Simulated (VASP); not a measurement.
# Co in VASP: a series of runs, part 2 of 2

VASP 6.6.1. Earlier steps stand in the parts before.

### Step 3. Single point, PBE, collinear spin, ferromagnetic start

File INCAR:

```
SYSTEM = Co
ALGO = Normal
DIPOL = 0.5 0.5 0.500
EDIFF = 1E-5
ENCUT = 460
GGA = PE
IDIPOL = 3
ISIF = 2
ISMEAR = 1
ISPIN = 2
LASPH = .True.
LCHARG = .False.
LDIPOL = .True.
LMAXMIX = 4
LORBIT = 11
LREAL = .False.
LVACPOTAV = .True.
LVHAR = .True.
LWAVE = .False.
MAGMOM = 2 2 2 2 2 2 2
NBANDS = 46
NELM = 120
PREC = Accurate
SIGMA = 0.1
```

File KPOINTS:

```
k-points
0
Gamma
  12 12 1
  0 0 0
```

File POSCAR:

```
Co
1.0
    2.4873648738      0.0000000000      0.0000000000
   -1.2436824369      2.1541211692      0.0000000000
    0.0000000000      0.0000000000     24.1898685102
Co
7
Direct
    0.3333333300      0.6666666600      0.2466179555
    0.6666666700      0.3333333400      0.3339181798
    0.3333333300      0.6666666600      0.4145928042
    0.6666666700      0.3333333400      0.5018930286
    0.3333333300      0.6666666600      0.5825676529
    0.6666666700      0.3333333400      0.6698678773
    0.3333333300      0.6666666600      0.7505425017
```

Potentials or basis: VASP PAW PBE potentials, release 64 (Co).

Command:

```bash
$ cat potpaw_PBE.64/Co/POTCAR > POTCAR
$ mpirun -np 1 vasp_std > vasp.out
```

OUTCAR:

```text
SYSTEM = Co
   EDIFF = 1E-5
   ENCUT = 460
   GGA = PE
   ISIF = 2
   ISMEAR = 1
   ISPIN = 2
   LASPH = .True.
   LORBIT = 11
   LREAL = .False.
   NELM = 120
   PREC = Accurate

 Found     19 irreducible k-points:

 Following reciprocal coordinates:
            Coordinates               Weight
  0.000000  0.000000  0.000000      1.000000
  0.083333  0.000000  0.000000      6.000000
  0.166667  0.000000  0.000000      6.000000
  0.250000  0.000000  0.000000      6.000000
  0.333333  0.000000  0.000000      6.000000
  0.416667  0.000000  0.000000      6.000000
   k-points           NKPTS =     19   k-points in BZ     NKDIM =     19   number of bands    NBANDS=     46
   number of dos      NEDOS =    301   number of ions     NIONS =      7
   total plane-waves  NPLWV =  58320
   dimension x,y,z NGX =    18 NGY =   18 NGZ =  180
   dimension x,y,z NGXF=    36 NGYF=   36 NGZF=  360
   ions per type =               7
   NGX,Y,Z   is equivalent  to a cutoff of  12.03, 12.03, 12.37 a.u.
[... 640 lines left out ...]
  Total       -1.2633336     -1.2633336     -1.5626234      0.0000000      0.0000000      0.0000000
  in kB      -15.6165647    -15.6165647    -19.3162039      0.0000000      0.0000000      0.0000000
  external PRESSURE =     -16.8497778 kB  Pullay stress =       0.0000000 kB

 VOLUME and BASIS-vectors are now :
 -----------------------------------------------------------------------------
  energy-cutoff  :      460.00
  volume of cell :      129.61
      direct lattice vectors                 reciprocal lattice vectors
     2.487364874  0.000000000  0.000000000     0.402031889  0.232113220  0.000000000
    -1.243682437  2.154121169  0.000000000     0.000000000  0.464226439  0.000000000
     0.000000000  0.000000000 24.189868510     0.000000000  0.000000000  0.041339621

 POSITION                                       TOTAL-FORCE (eV/Angst)
 -----------------------------------------------------------------------------------
      0.00000      1.43608      5.96566        -0.000000      0.000000      0.571847
      1.24368      0.71804      8.07744         0.000000      0.000000     -0.870499
      0.00000      1.43608     10.02895         0.000000     -0.000000      0.614881
      1.24368      0.71804     12.14073         0.000000      0.000000     -0.497251
      0.00000      1.43608     14.09223        -0.000000      0.000000      0.412002
      1.24368      0.71804     16.20402         0.000000      0.000000     -0.189746
      0.00000      1.43608     18.15552        -0.000000     -0.000000     -0.041234
 -----------------------------------------------------------------------------------
    total drift:                                0.000000     -0.000000      0.000127

  FREE ENERGIE OF THE ION-ELECTRON SYSTEM (eV)
  ---------------------------------------------------
  free  energy   TOTEN  =       -47.7094414504 eV

  energy  without entropy=      -47.7083806940  energy(sigma->0) =      -47.70908786

 vacuum level on the upper side and lower side of the slab         8.978         9.065

 total charge

# of ion       s       p       d       tot
------------------------------------------
    1        0.475   0.385   7.209   8.069
    2        0.488   0.520   7.260   8.268
    3        0.491   0.524   7.258   8.272
    4        0.490   0.523   7.258   8.271
    5        0.491   0.523   7.258   8.272
    6        0.487   0.522   7.258   8.267
    7        0.490   0.416   7.243   8.149
--------------------------------------------------
tot          3.412   3.412  50.744  57.568

 magnetization (x)

# of ion       s       p       d       tot
------------------------------------------
    1       -0.007  -0.036   1.845   1.802
    2       -0.013  -0.049   1.771   1.709
    3       -0.012  -0.051   1.744   1.681
    4       -0.013  -0.050   1.729   1.666
    5       -0.012  -0.049   1.741   1.681
    6       -0.014  -0.051   1.782   1.718
    7       -0.009  -0.035   1.794   1.751
--------------------------------------------------
tot         -0.080  -0.320  12.407  12.007
```

OSZICAR:

```text
N       E                     dE             d eps       ncg     rms          rms(c)
DAV:   1     0.466706820095E+03    0.46671E+03   -0.25845E+04  3512   0.150E+03
DAV:   2    -0.162841501108E+02   -0.48299E+03   -0.45517E+03  3496   0.330E+02
DAV:   3    -0.541457650949E+02   -0.37862E+02   -0.34524E+02  3682   0.130E+02
[... 45 lines left out ...]
DAV:  49    -0.477093361610E+02   -0.29290E-04   -0.51421E-06  2200   0.193E-02    0.220E-02
DAV:  50    -0.477093900765E+02   -0.53916E-04   -0.10929E-05  2254   0.267E-02    0.123E-02
DAV:  51    -0.477094165786E+02   -0.26502E-04   -0.45468E-06  2130   0.152E-02    0.932E-03
DAV:  52    -0.477094388578E+02   -0.22279E-04   -0.43076E-06  2138   0.121E-02    0.104E-02
DAV:  53    -0.477094414504E+02   -0.25926E-05   -0.11549E-06  2020   0.128E-02
   1 F= -.47709441E+02 E0= -.47709088E+02  d E =-.106076E-02  mag=    11.8829
```

Run time: 11 min. Hardware: 1 thread of Intel Xeon Platinum 8259CL at 2.50GHz (Skylake/Cascade Lake), shared host; peak memory 0.35 GiB.

These settings aren't checked as converged: the numbers below hold their error.

Results:

```yaml
Free_energy: -47.7094 eV
Largest_force: 0.870 eV/Å
Band_gap_on_the_k_mesh: none (metal or under the smearing width)
Net_moment: 11.88 μB per cell
Site_moments: Co +1.80, +1.71, +1.68, +1.67, +1.72, +1.75 μB
Valence_electrons_inside_the_program's_atomic_spheres: Co 8.07, 8.27, 8.15
Work_function_of_the_upper_face: 4.92 eV
Work_function_of_the_lower_face: 5.01 eV
```

### Step 4. Single point, PBE, collinear spin, ferromagnetic start

This run uses another cell than the first one, of 20.81 Å³/atom, 1.124 times its volume.

INCAR: that of step 3 with these lines changed.

```diff
@@ -3,3 +3,3 @@
 DIPOL = 0.5 0.5 0.500
-EDIFF = 1E-5
+EDIFF = 1E-7
 ENCUT = 460
```

KPOINTS is that of step 3.

File POSCAR:

```
Co
1.0
    2.4873648738      0.0000000000      0.0000000000
   -1.2436824369      2.1541211692      0.0000000000
    0.0000000000      0.0000000000     27.1898685102
Co
7
Direct
    0.3333333300      0.6666666600      0.2745749180
    0.6666666700      0.3333333400      0.3522428532
    0.3333333300      0.6666666600      0.4240162256
    0.6666666700      0.3333333400      0.5016841608
    0.3333333300      0.6666666600      0.5734575332
    0.6666666700      0.3333333400      0.6511254684
    0.3333333300      0.6666666600      0.7228988408
```

Command:

```bash
$ cat potpaw_PBE.64/Co/POTCAR > POTCAR
$ mpirun -np 1 vasp_std > vasp.out
```

Run time: 15 min. Hardware: 1 thread of Intel Xeon Platinum 8259CL at 2.50GHz (Skylake/Cascade Lake), shared host; peak memory 0.37 GiB.

These settings aren't checked as converged: the numbers below hold their error.

What came out:

| Item | Value |
| --- | --- |
| Free energy | -47.7095 eV |
| Largest force | 0.870 eV/Å |
| Band gap on the k mesh | none (metal or under the smearing width) |
| Net moment | 11.88 μB per cell |
| Site moments | Co +1.80, +1.71, +1.68, +1.67, +1.72, +1.75 μB |
| Valence electrons inside the program's atomic spheres | Co 8.07, 8.27, 8.15 |
| Work function of the upper face | 4.94 eV |
| Work function of the lower face | 5.02 eV |
